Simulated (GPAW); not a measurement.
The system is Hg.

```xyz
1
Lattice="-1.8767 1.8767 1.9168 1.8767 -1.8767 1.9168 1.8767 1.8767 -1.9168" Properties=species:S:1:pos:R:3 pbc="T T T"
Hg    0.0000    0.0000    1.9168
```

```yaml
Program: GPAW 26.7.0
Task: single point
Functional: PBE
Potentials_or_basis: GPAW PAW data sets (gpaw-data 1.2.1)
Cutoff: 600 eV
Basis: pw
k_mesh: 10 × 10 × 10
Occupations: fermi-dirac, width 0.05 eV
Spin: no spin polarisation
```

On this cell: pressure 1.2 GPa; band gap on the k mesh none (metal or under the smearing width).

The same run follows on a disturbed copy (cell strained at random at fixed volume):

```
Hg
1.0
    -1.91296    1.85608    1.92149
     1.87501   -1.89581    1.92322
     1.89161    1.87446   -1.96038
Hg
1
Direct
  0.49875 0.49348 0.99515
```

**Question.** What changes?

**Answer.** The energy (extrapolated to zero smearing) moves by +0.0 meV/atom; pressure 1.2 GPa; band gap on the k mesh none (metal or under the smearing width).

Stress tensor (GPa, compression positive):
```
 1.23 -0.01  0.12
-0.01  0.96  0.14
 0.12  0.14  1.47
```
